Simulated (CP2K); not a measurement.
Runs of CP2K 2026.2 on HfO2. Symmetry: Pca2_1, No. 29, orthorhombic system. Conventional cell: a = 5.219 Å, b = 5.005 Å, c = 5.033 Å, α = 90.00°, β = 90.00°, γ = 90.00°. Hf (site symmetry 1) is surrounded by 7 O at 2.02 to 2.23 Å. O (site symmetry 1) has 3 Hf at 2.02 to 2.13 Å as nearest neighbours. Around O (site symmetry 1) lie 4 Hf at 2.11 to 2.23 Å. Measurements of this composition are mostly on another form, of space group No. 14.

| level | U | PLUS_U_METHOD | gap on the mesh (eV) | largest force (eV/Å) |
| --- | --- | --- | --- | --- |
| PBEsol+U | Hf d U = 6.0 eV | MULLIKEN | 5.73 | (b) |
| PBEsol+U | Hf d U = 4.0 eV | MULLIKEN | 5.28 | 0.20 |
| PBEsol | - | - | 4.37 | 0.13 |
| PBEsol+U | Hf d U = 8.0 eV | MULLIKEN | 5.65 | 0.29 |
| PBEsol+U | Hf d U = 2.0 eV | MULLIKEN | 4.82 | (a) |

Alike in all rows: task single point; potentials or basis GTH_POTENTIALS Hf GTH-PBE-q12, O GTH-PBE-q6; DZVP-MOLOPT-SR-GTH basis; no spin polarisation; cell as given; k mesh 4 × 4 × 4; smearing fermi-dirac 0.05 eV.

**Question.** Estimate the missing entries.

**Answer.** (a) 0.16; (b) 0.24.

Caveats: the potentials were made for another functional, which shifts forces and pressure; spin-orbit coupling is left out, which moves the levels of the heavy elements; the basis of atomic orbitals isn't converged, which shifts pressures, moduli and gaps; this program's U acts on Mulliken populations of all basis functions of the shell, so it isn't the U of plane-wave codes (some runs); energies scatter by some meV and the pressure isn't listed (some runs).

A k mesh can miss the band edges, and the runs leave out spin-orbit coupling on Hf.
